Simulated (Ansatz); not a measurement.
## Tl: do energies and stresses tell the same story?

Computed with DFT PBE+D3(BJ), scalar-relativistic, plane waves, PAW in Ansatz 0.2.0.

Cutoff 420 eV; k points 15×15×8 on the computed 2-atom cell (Γ-centred); Gaussian smearing, width 0.10 eV; no spin polarisation.

Relaxed cell: P6_3/mmc, a = 3.535 Å, b = 3.535 Å, c = 5.473 Å, α = 90.00°, β = 90.00°, γ = 120.00°, 2 atoms in the primitive cell.

Energies at zero smearing and pressures from the stress tensor, at volumes with shape and atoms relaxed:
```
V (Å³/atom) E − E(first) (meV/atom) P (GPa)
     26.056                     0.00     5.77
     26.944                   -26.60     3.88
     27.833                   -43.78     2.33
     28.721                   -53.22     1.08
     29.609                   -56.13     0.01
     30.498                   -53.61    -0.88
     31.386                   -46.61    -1.61
     32.570                   -31.68    -2.39
```

**Question.** Check P = −dE/dV between neighbouring volumes, and get the bulk modulus from the pressures alone.

**Answer.** With 1 eV/Å³ = 160.2 GPa:
```tsv
middle V (Å³/atom)	−ΔE/ΔV (GPa)	mean P (GPa)
26.500	4.798	4.822
27.389	3.099	3.104
28.277	1.703	1.708
29.165	0.525	0.546
30.053	-0.456	-0.436
30.942	-1.261	-1.244
31.978	-2.020	-1.998
```

The two differ by 0.02 GPa at most. The mean of two end pressures misses the average over a step by about ΔV² P″/12, up to 0.03 GPa here; with that taken off 0.02 GPa remains. Around V = 29.609 Å³/atom, the two neighbours give B = −V ΔP/ΔV = 29.609 × 1.96 / 1.777 = 32.7 GPa, against B0 = 32.3 GPa from the Birch–Murnaghan fit of the energies.

Spin–orbit coupling is left out, which can shift energies with elements as heavy as these.